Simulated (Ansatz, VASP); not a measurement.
**GaSb: VASP beside Ansatz**

```
Ga Sb
1.0
     0.00000    2.98264    3.10692
     2.98264    0.00000    3.10692
     2.98264    2.98264    0.00000
Ga Sb
1 1
Cartesian
  0.0000 0.0000 0.0000
  4.4740 4.4740 4.6604
```

Change from the starting cell: strain -0.0400 x Voigt [1, 1, 0, 0, 0, 0], atoms carried along.

Alike in both runs: task single point; functional PBE; k mesh 16 × 16 × 16; occupations gaussian, width 0.15 eV; no spin polarisation.

|  | VASP | Ansatz |
| --- | --- | --- |
| version | VASP 6.6.1 | Ansatz 0.2.0 |
| potentials or method | VASP PAW PBE potentials, release 64 (Ga_d, Sb) | scalar-relativistic, plane waves, PAW |
| plane-wave cutoff (eV) | 520 | 420 |
| valence electrons in the cell | 18 | 28 |

|  | VASP | Ansatz | Ansatz less VASP |
| --- | --- | --- | --- |
| gap on the k mesh at the Fermi level (eV) | 0.19 | 0.19 | -0.003 |
| least direct gap on the mesh (eV) | 0.19 | 0.19 | -0.003 |
| pressure (GPa) | 4.5 | 4.4 | -0.10 |
| largest component of the traceless stress (GPa) | 1.27 | 1.27 | +0.003 |

The functional is the same, so the differences come from potentials, cutoffs and numerics. The two sets of potentials don't hold the same shells in valence.

Caveats: spin-orbit coupling is left out, which moves the levels of the heavy elements.
